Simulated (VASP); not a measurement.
Computed with PBEsol GGA, VASP's PBE PAW potentials (set 64) (plane waves; VASP).

The input files of a VASP run:

**INCAR**
```
! general
SYSTEM =LiI
PREC   =Accurate
ENCUT  =520
LREAL  =F
LASPH  =T

! electronic loop
EDIFF  =1E-7
NELM   =100
ALGO   =Normal
LMAXMIX=4

! smearing
ISMEAR =0
SIGMA  =0.05

! functional
GGA    =PS

! ions
ISIF   =2

! output
LWAVE  =F
LCHARG =F
```

### KPOINTS
```
K-points
0
gamma
8 8 8
```

File POSCAR:
```
LiI
1
    0.0000000000     2.9215678841     2.9215678841
    2.9215678841     0.0000000000     2.9215678841
    2.9215678841     2.9215678841     0.0000000000
Li I
1 1
Direct
  0.0000000000   0.0000000000   0.0000000000
  0.5000000000   0.5000000000   0.5000000000
```

POTCAR, in this order: Li_sv I (PBE.64 set). Program: vasp_std.

Output

File OSZICAR:
```
       N       E                     dE             d eps       ncg     rms          rms(c)
DAV:   1     0.354937534758E+02    0.35494E+02   -0.36772E+03   522   0.966E+02
DAV:   2    -0.464095777132E+01   -0.40135E+02   -0.38311E+02   721   0.134E+02
DAV:   3    -0.612140661535E+01   -0.14804E+01   -0.14791E+01   627   0.305E+01
DAV:   4    -0.616383405881E+01   -0.42427E-01   -0.42406E-01   836   0.558E+00
DAV:   5    -0.616418367581E+01   -0.34962E-03   -0.34961E-03   628   0.506E-01    0.226E+00
DAV:   6    -0.615287856048E+01    0.11305E-01   -0.15580E-02   696   0.747E-01    0.143E+00
DAV:   7    -0.615291762444E+01   -0.39064E-04   -0.19734E-02   781   0.898E-01    0.248E-01
DAV:   8    -0.615305320429E+01   -0.13558E-03   -0.20824E-03   572   0.348E-01    0.472E-02
DAV:   9    -0.615305767193E+01   -0.44676E-05   -0.59603E-05   671   0.698E-02    0.115E-02
DAV:  10    -0.615306131568E+01   -0.36437E-05   -0.45162E-06   650   0.190E-02    0.520E-03
DAV:  11    -0.615306303386E+01   -0.17182E-05   -0.78670E-07   617   0.768E-03    0.483E-03
DAV:  12    -0.615306304745E+01   -0.13590E-07   -0.60582E-08   486   0.189E-03
   1 F= -.61530630E+01 E0= -.61530630E+01  d E =-.147757E-11
```

File OUTCAR:
```
------------------------ aborting loop because EDIFF is reached ----------------------------------------
  FORCE on cell =-STRESS in cart. coord.  units (eV):
  Direction    XX          YY          ZZ          XY          YZ          ZX
  --------------------------------------------------------------------------------------
  Total        0.2305827      0.2305827      0.2305827      0.0000000     -0.0000000     -0.0000000
  in kB        7.4072899      7.4072899      7.4072899      0.0000000     -0.0000000     -0.0000000
  external PRESSURE =       7.4072899 kB  Pullay stress =       0.0000000 kB
  volume of cell :       49.87
      direct lattice vectors                 reciprocal lattice vectors
     0.000000000  2.921567884  2.921567884    -0.171140983  0.171140983  0.171140983
     2.921567884  0.000000000  2.921567884     0.171140983 -0.171140983  0.171140983
     2.921567884  2.921567884  0.000000000     0.171140983  0.171140983 -0.171140983
 POSITION                                       TOTAL-FORCE (eV/Angst)
 -----------------------------------------------------------------------------------
      0.00000      0.00000      0.00000        -0.000000     -0.000000     -0.000000
      2.92157      2.92157      2.92157         0.000000      0.000000      0.000000
 -----------------------------------------------------------------------------------
    total drift:                                0.000000     -0.000000      0.000000
  FREE ENERGIE OF THE ION-ELECTRON SYSTEM (eV)
  ---------------------------------------------------
  free  energy   TOTEN  =        -6.1530630475 eV

  energy  without entropy=       -6.1530630474  energy(sigma->0) =       -6.15306305
```
(Selected blocks of OUTCAR.)

The compound is LiI in the rock salt structure. This cell is one point of a volume scan, at 0.97 of the reference volume.
